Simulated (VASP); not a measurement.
The system is Ta.

```
CELL_PARAMETERS angstrom
-1.71384 1.66380 1.60595
1.69320 -1.68230 1.60382
1.68622 1.65469 -1.62445
ATOMIC_POSITIONS crystal
Ta 0.00000 0.00000 0.00000
```

The cell isn't the ideal one: cell sheared at random, sigma 0.03, atoms nudged by 0.01 Å.

* Program: VASP 6.6.1
* Task: relaxation of cell and atoms
* Functional: LDA
* Potentials or basis: VASP PAW LDA potentials, release 64 (Ta_pv)
* Cutoff: 600 eV
* k mesh: 11 × 11 × 11
* Occupations: methfessel-paxton, width 0.1 eV
* Spin: no spin polarisation

At the start: pressure -8.2 GPa; volume 18.00 Å³/atom.

Problem. Where does the relaxation end?

Solution. Over 11 steps the energy falls by 32.2 meV/atom and the volume is 17.29 Å³/atom (-3.9 %); space group Im-3m (No. 229, to 0.05 Å).

Step by step:
```
step  energy change (eV)  largest force (eV/Å)  pressure (GPa)  volume (Å³)
   1              0.0000                0.0000           -8.21        18.00
   2              0.0924                0.0000           26.66        15.69
   3             -0.0229                0.0000            0.45        17.25
   4             -0.0229                0.0000            0.83        17.22
   5             -0.0305                0.0000            0.69        17.23
   6             -0.0301                0.0000            0.66        17.24
   7             -0.0315                0.0000            0.71        17.24
   8             -0.0314                0.0000           -1.65        17.42
   9             -0.0320                0.0000           -0.44        17.32
  10             -0.0321                0.0000            0.44        17.26
  11             -0.0322                0.0000           -0.03        17.29
```

Final structure:
```cif
data_structure
_symmetry_space_group_name_H-M 'P 1'
_symmetry_Int_Tables_number 1
_cell_length_a 2.8212
_cell_length_b 2.8214
_cell_length_c 2.8213
_cell_angle_alpha 109.487
_cell_angle_beta 109.471
_cell_angle_gamma 109.441
_cell_volume 17.29
loop_
_atom_site_label
_atom_site_type_symbol
_atom_site_fract_x
_atom_site_fract_y
_atom_site_fract_z
_atom_site_occupancy
Ta1 Ta 0.00000 0.00000 0.00000 1
```
